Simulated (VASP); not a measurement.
# PtSe2 (P-3m1) in VASP: relaxation of the atoms with PBE+D3(BJ)

Aim: the relaxation of the atoms of PtSe2 with PBE+D3(BJ).

Program: VASP 6.6.1. These are calculated values, not measurements. Logs are shortened: lines on timing, memory, paths and dates and some standing lists are left out, and cuts for length are marked.

### Step 1. The structure

The structure is trigonal, space group P-3m1 (No. 164). The conventional cell has a = 3.724 Å, b = 3.724 Å, c = 5.062 Å, α = 90.00°, β = 90.00°, γ = 120.00°. Around Pt (site symmetry -3m) lie 6 Se at 2.49 Å. Se (site symmetry 3m) is surrounded by 3 Pt at 2.49 Å.

### Step 2. Relaxation of the atoms, PBE+D3(BJ)

The input, INCAR:

```
ALGO = Normal
EDIFF = 1E-7
EDIFFG = -0.002
ENCUT = 520
GGA = PE
IBRION = 2
ISIF = 2
ISMEAR = 0
IVDW = 12
LASPH = T
LCHARG = F
LREAL = F
LWAVE = F
NELM = 100
NSW = 80
PREC = Accurate
SIGMA = 0.02
```

The input, KPOINTS:

```
k-points
0
Gamma
  9 9 6
```

The input, POSCAR:

```
PtSe2
1.0
    3.7240000000      0.0000000000      0.0000000000
   -1.8620000000      3.2250786000      0.0000000000
    0.0000000000      0.0000000000      5.0620000000
Pt Se
1 2
Direct
    0.0000000000      0.0000000000      0.0000000000
    0.3333333300      0.6666666700      0.2500000000
    0.6666666700      0.3333333300      0.7500000000
```

Potentials or basis: VASP PAW PBE potentials, release 64 (Pt, Se).

Launch:

```bash
cat potpaw_PBE.64/Pt/POTCAR potpaw_PBE.64/Se/POTCAR > POTCAR
mpirun -np 1 vasp_std > vasp.out
```

OUTCAR:

```text
EDIFF = 1E-7
   EDIFFG = -0.002
   ENCUT = 520
   GGA = PE
   IBRION = 2
   ISIF = 2
   ISMEAR = 0
   IVDW = 12
   LASPH = T
   LREAL = F
   NELM = 100
   NSW = 80
   PREC = Accurate
 IVDW          = 12

 ion  position               nearest neighbor table
   1  0.000  0.000  0.000-   2 2.49   3 2.49   2 2.49   3 2.49   3 2.49   2 2.49
   2  0.333  0.667  0.250-   1 2.49   1 2.49   1 2.49
   3  0.667  0.333  0.750-   1 2.49   1 2.49   1 2.49

  LATTYP: Found a hexagonal cell.
 ALAT       =     3.7240000000
 C/A-ratio  =     1.3592910849

  Lattice vectors:

 A1 = (   3.7240000000,   0.0000000000,   0.0000000000)
 A2 = (  -1.8620000000,   3.2250786000,   0.0000000000)
 A3 = (   0.0000000000,   0.0000000000,   5.0620000000)

Analysis of symmetry for initial positions (statically):
=====================================================================
 Subroutine PRICEL returns:
 Original cell was already a primitive cell.

 Routine SETGRP: Setting up the symmetry group for a
 hexagonal supercell.

 Subroutine GETGRP returns: Found 12 space group operations
 (whereof 12 operations were pure point group operations)
 out of a pool of 24 trial point group operations.

The static configuration has the point symmetry D_3d.

Analysis of symmetry for dynamics (positions and initial velocities):
=====================================================================
 Subroutine PRICEL returns:
 Original cell was already a primitive cell.

 Routine SETGRP: Setting up the symmetry group for a
 hexagonal supercell.

 Subroutine GETGRP returns: Found 12 space group operations
 (whereof 12 operations were pure point group operations)
 out of a pool of 24 trial point group operations.

The dynamic configuration has the point symmetry D_3d.

 Subroutine INISYM returns: Found 12 space group operations
 (whereof 12 operations are pure point group operations),
 and found     1 'primitive' translations

----------------------------------------------------------------------------------------

                                     Primitive cell

  volume of cell :      60.7956

  direct lattice vectors                    reciprocal lattice vectors
     3.724000000  0.000000000  0.000000000     0.268528464  0.155034981  0.000000000
    -1.862000000  3.225078600  0.000000000     0.000000000  0.310069962  0.000000000
     0.000000000  0.000000000  5.062000000     0.000000000  0.000000000  0.197550375

  length of vectors
     3.724000000  3.723999997  5.062000000     0.310069962  0.310069962  0.197550375

  position of ions in fractional coordinates (direct lattice)
     0.000000000  0.000000000  0.000000000
     0.333333330  0.666666670  0.250000000
     0.666666670  0.333333330  0.750000000

  ion indices of the primitive-cell ions
   primitive index   ion index
                 1           1
                 2           2
                 3           3

----------------------------------------------------------------------------------------

 KPOINTS: k-points

Automatic generation of k-mesh.
 Grid dimensions read from file:
 generate k-points for:    9    9    6

 Generating k-lattice:

  Cartesian coordinates                     Fractional coordinates (reciprocal lattice)
     0.029836496  0.017226109  0.000000000     0.111111111  0.000000000  0.000000000
     0.000000000  0.034452218  0.000000000     0.000000000  0.111111111  0.000000000
     0.000000000  0.000000000  0.032925063     0.000000000  0.000000000  0.166666667

  Length of vectors
     0.034452218  0.034452218  0.032925063

  Shift w.r.t. Gamma in fractional coordinates (k-lattice)
     0.000000000  0.000000000  0.000000000

 Subroutine IBZKPT returns following result:
 ===========================================

 Found     62 irreducible k-points:

 Following reciprocal coordinates:
            Coordinates               Weight
  0.000000  0.000000  0.000000      1.000000
  0.111111  0.000000  0.000000      6.000000
  0.222222  0.000000  0.000000      6.000000
  0.333333 -0.000000  0.000000      6.000000
  0.444444  0.000000  0.000000      6.000000
  0.111111  0.111111  0.000000      6.000000
[... 16 lines left out ...]
  0.222222  0.111111  0.166667     12.000000
 -0.111111  0.333333  0.166667     12.000000
 [... further k-points ...]
   k-points           NKPTS =     62   k-points in BZ     NKDIM =     62   number of bands    NBANDS=     15
   number of dos      NEDOS =    301   number of ions     NIONS =      3
   total plane-waves  NPLWV =  31360
   dimension x,y,z NGX =    28 NGY =   28 NGZ =   40
   dimension x,y,z NGXF=    56 NGYF=   56 NGZF=   80
   ions per type =               1   2
   NGX,Y,Z   is equivalent  to a cutoff of  12.50, 12.50, 13.14 a.u.
   NGXF,Y,Z  is equivalent  to a cutoff of  25.00, 25.00, 26.27 a.u.
 SYSTEM =  unknown system
   PREC   = accura    normal or accurate (medium, high low for compatibility)
   ISTART =      0    job   : 0-new  1-cont  2-samecut
   ICHARG =      2    charge: 1-file 2-atom 10-const
   ISPIN  =      1    spin polarized calculation?
   LNONCOLLINEAR =      F non collinear calculations
   LSORBIT =      F    spin-orbit coupling
   LASPH  =      T    aspherical Exc in radial PAW
   ENCUT  =  520.0 eV  38.22 Ry    6.18 a.u.   6.92  6.92  9.41*2*pi/ulx,y,z
   NELM   =    100;   NELMIN=  2; NELMDL= -5     # of ELM steps
   EDIFF  = 0.1E-06   stopping-criterion for ELM
   LREAL  =      F    real-space projection
   EDIFFG = -.2E-02   stopping-criterion for IOM
   NSW    =     80    number of steps for IOM
   IBRION =      2    ionic relax: 0-MD 1-quasi-New 2-CG
   NFREE  =      1    steps in history (QN), initial steepest desc. (CG)
   ISIF   =      2    stress and relaxation
   ISYM   =      2    0-nonsym 1-usesym 2-fastsym
   POTIM  = 0.5000    time-step for ionic-motion
   TEBEG  =    0.0;   TEEND  =   0.0 temperature during run
   PSTRESS=    0.0 pullay stress
   NELECT =      22.0000    total number of electrons
   NUPDOWN=      -1.0000    fix difference up-down
   EMIN   =  10.00;   EMAX   =-10.00  energy-range for DOS
   EFERMI =   0.00;   METHOD = LEGACY
   ISMEAR =     0;   SIGMA  =   0.02  broadening in eV -4-tet -1-fermi 0-gaus
   EFERMI_NEDOS =   21; number of points for ismear=-14 and -15
   IALGO  =     38    algorithm
   IMIX   =      4    mixing-type and parameters
     AMIX     =   0.40;   BMIX     =  1.00
     AMIX_MAG =   1.60;   BMIX_MAG =  1.00
  volume/ion in A,a.u.               =      20.27       136.76
  Fermi-wavevector in a.u.,A,eV,Ry     =   1.166608  2.204570 18.517184  1.360975
  Thomas-Fermi vector in A             =   2.303119
   LORBIT       =      0    0 simple, 1 ext, 2 COOP (PROOUT), +10 PAW based schemes
   GGA     = PE    functional components
   LHFCALC =     F    Hartree Fock is set to
   AEXX    =    0.0000 exact exchange contribution
   IVDW    =    12    specifies the selected vdW correction
   LEPSILON=     F    determine dielectric tensor
   LRPA    =     F    only Hartree local field effects (RPA)
 conjugate gradient relaxation of ions
 non-spin polarized calculation
 Gauss-broadening in eV      SIGMA  =   0.02
  energy-cutoff  :      520.00
  volume of cell :       60.80
 maximum number of plane-waves:      1650
   NGX = 13   NGY = 13   NGZ = 19

--------------------------------------- Ionic step        1  -------------------------------------------

 number of electron      21.9999999 magnetization

 Free energy of the ion-electron system (eV)
  ---------------------------------------------------
  ext. energy  EPLUGINS =         0.00000000
  ---------------------------------------------------
  free energy    TOTEN  =       -14.18531625 eV

  energy without entropy =      -14.18515943  energy(sigma->0) =      -14.18523784

------------------------ aborting loop because EDIFF is reached ----------------------------------------

 Edisp (eV)   -1.43094

 E8    (eV) :    -0.6140

  FORCE on cell =-STRESS in cart. coord.  units (eV):
  Direction    XX          YY          ZZ          XY          YZ          ZX
  --------------------------------------------------------------------------------------
  -------------------------------------------------------------------------------------
  Total       1.56787     1.56787     0.79627    -0.00000     0.00000     0.00000
  in kB      41.31896    41.31896    20.98451    -0.00000     0.00000     0.00000
  external pressure =       34.54 kB  Pullay stress =        0.00 kB

 VOLUME and BASIS-vectors are now :
 -----------------------------------------------------------------------------
  energy-cutoff  :      520.00
  volume of cell :       60.80
      direct lattice vectors                 reciprocal lattice vectors
     3.724000000  0.000000000  0.000000000     0.268528464  0.155034981  0.000000000
    -1.862000000  3.225078600  0.000000000     0.000000000  0.310069962  0.000000000
     0.000000000  0.000000000  5.062000000     0.000000000  0.000000000  0.197550375
[... 42 lines left out ...]
 POSITION                                       TOTAL-FORCE (eV/Angst)
 -----------------------------------------------------------------------------------
      3.72400      0.00000      0.00000        -0.000000      0.000000      0.000000
     -0.00000      2.15005      1.29529        -0.000000      0.000000      0.240343
      1.86200      1.07503      3.76671         0.000000     -0.000000     -0.240343
 -----------------------------------------------------------------------------------
    total drift:                                0.000000      0.000000     -0.000000

  FREE ENERGIE OF THE ION-ELECTRON SYSTEM (eV)
  ---------------------------------------------------
  free  energy   TOTEN  =       -15.6416975097 eV

  energy  without entropy=      -15.6415571280  energy(sigma->0) =      -15.64162732

--------------------------------------- Ionic step        3  -------------------------------------------

 number of electron      22.0000000 magnetization

 Free energy of the ion-electron system (eV)
  ---------------------------------------------------
  ext. energy  EPLUGINS =         0.00000000
  ---------------------------------------------------
  free energy    TOTEN  =       -14.21293626 eV

  energy without entropy =      -14.21274248  energy(sigma->0) =      -14.21283937

 E-fermi :   6.5293     XC(G=0): -10.6719

 val. band max:        6.4208002509   @ k =   0.3333   0.3333   0.0000
 cond. band min:       6.5319522960   @ k =   0.0000   0.3333   0.3333
 fundamental gap:      0.1111520451
 Fermi energy:         6.5292876953

 k-point     1 :       0.0000    0.0000    0.0000
  band No.  band energies     occupation
      1      -9.0780      2.00000
      2      -6.3360      2.00000
      3      -0.6752      2.00000
      4       0.3011      2.00000
      5       0.3011      2.00000
      6       2.6179      2.00000
      7       2.6179      2.00000
      8       3.8525      2.00000
      9       5.5194      2.00000
     10       5.5194      2.00000
     11       7.0107      0.00000
     12       7.7528      0.00000
     13       7.7528      0.00000
     14      10.1036      0.00000
     15      10.6081      0.00000
[... 397 lines left out ...]
 k-point    24 :      -0.1111    0.3333    0.1667
  band No.  band energies     occupation
      1      -8.1531      2.00000
      2      -6.7363      2.00000
      3      -0.0638      2.00000
      4       0.5434      2.00000
      5       0.9367      2.00000
      6       1.3852      2.00000
      7       2.1948      2.00000
      8       3.0832      2.00000
      9       4.2272      2.00000
     10       4.4932      2.00000
     11       5.9935      2.00000
     12       6.7516      0.00000
     13       7.8818      0.00000
     14      11.1301      0.00000
     15      12.8073      0.00000

 [... further k-points ...]

------------------------ aborting loop because EDIFF is reached ----------------------------------------

 Edisp (eV)   -1.43346

 E8    (eV) :    -0.6155

  FORCE on cell =-STRESS in cart. coord.  units (eV):
  Direction    XX          YY          ZZ          XY          YZ          ZX
  --------------------------------------------------------------------------------------
  -------------------------------------------------------------------------------------
  Total       0.46596     0.46596    -0.54504     0.00000     0.00000     0.00000
  in kB      12.27966    12.27966   -14.36370     0.00000     0.00000     0.00000
  external pressure =        3.40 kB  Pullay stress =        0.00 kB

 VOLUME and BASIS-vectors are now :
 -----------------------------------------------------------------------------
  energy-cutoff  :      520.00
  volume of cell :       60.80
      direct lattice vectors                 reciprocal lattice vectors
     3.724000000  0.000000000  0.000000000     0.268528464  0.155034981  0.000000000
    -1.862000000  3.225078600  0.000000000     0.000000000  0.310069962  0.000000000
     0.000000000  0.000000000  5.062000000     0.000000000  0.000000000  0.197550375

 POSITION                                       TOTAL-FORCE (eV/Angst)
 -----------------------------------------------------------------------------------
      0.00000      0.00000      0.00000         0.000000      0.000000      0.000000
     -0.00000      2.15005      1.31525        -0.000000      0.000000     -0.001890
      1.86200      1.07503      3.74675         0.000000      0.000000      0.001890
 -----------------------------------------------------------------------------------
    total drift:                                0.000000      0.000000     -0.000000

  FREE ENERGIE OF THE ION-ELECTRON SYSTEM (eV)
  ---------------------------------------------------
  free  energy   TOTEN  =       -15.6463954698 eV

  energy  without entropy=      -15.6462016821  energy(sigma->0) =      -15.64629858

 reached required accuracy - stopping structural energy minimisation
```

Run time: 83 s. Hardware: 1 thread of Intel Xeon Platinum 8488C (Sapphire Rapids), shared host; peak memory 0.22 GiB.

Results:

```yaml
Free_energy: -15.6464 eV
Energy_gained_by_relaxing: 10.0 meV/atom
Ionic_steps: 3
Pressure_after_relaxing: 0.3 GPa
Band_gap_on_the_k_mesh: none (metal or under the smearing width)
Dispersion_energy_per_atom: -0.478 eV
```

Step by step:
| step | energy change (eV) | largest force (eV/Å) | pressure (GPa) |
| --- | --- | --- | --- |
| 1 | 0.0000 | 0.6174 | 3.45 |
| 2 | -0.0254 | 0.2403 | 1.54 |
| 3 | -0.0301 | 0.0019 | 0.34 |

Final structure:
```
Pt Se
1.0
     3.72400    0.00000    0.00000
    -1.86200    3.22508    0.00000
     0.00000    0.00000    5.06200
Pt Se
1 2
Direct
  0.00000 0.00000 0.00000
  0.33333 0.66667 0.25983
  0.66667 0.33333 0.74017
```

Caveat: pairwise dispersion overbinds metals, which lowers pressure and volume. Spin-orbit coupling is left out, which matters for the levels of Pt.
